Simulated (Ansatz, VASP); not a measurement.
## AlNi: VASP beside Ansatz

```
Ni Al
1.0
     2.90008    0.00000    0.00000
     0.00000    2.90008    0.00000
     0.00000    0.00000    2.90008
Ni Al
1 1
Direct
  0.50000 0.50000 0.50000
  0.00000 0.00000 0.00000
```

Change from the starting cell: volume scaled by 1.02.

Alike in both runs: task single point; functional PBE; k mesh 9 × 9 × 9; occupations fermi-dirac, width 0.05 eV; collinear spin, ferromagnetic start.

|  | VASP | Ansatz |
| --- | --- | --- |
| version | VASP 6.6.1 | Ansatz 0.2.0 |
| potentials or method | VASP PAW PBE potentials, release 64 (Ni, Al) | Ansatz PAW |
| plane-wave cutoff (eV) | 520 | 420 |
| valence electrons in the cell | 13 | 21 |

|  | VASP | Ansatz | Ansatz less VASP |
| --- | --- | --- | --- |
| gap on the k mesh at the Fermi level (eV) | none | none | - |
| pressure (GPa) | -1.2 | -1.2 | 0.00 |
| net moment per atom (μB) | 0.00 | 0.00 | 0.000 |

A gap of «none» marks a metal or a gap that the smearing closes. The functional is the same, so the differences come from potentials, cutoffs and numerics. The two sets of potentials don't hold the same shells in valence.

Caveats: the starting moments weren't kept (Ansatz).
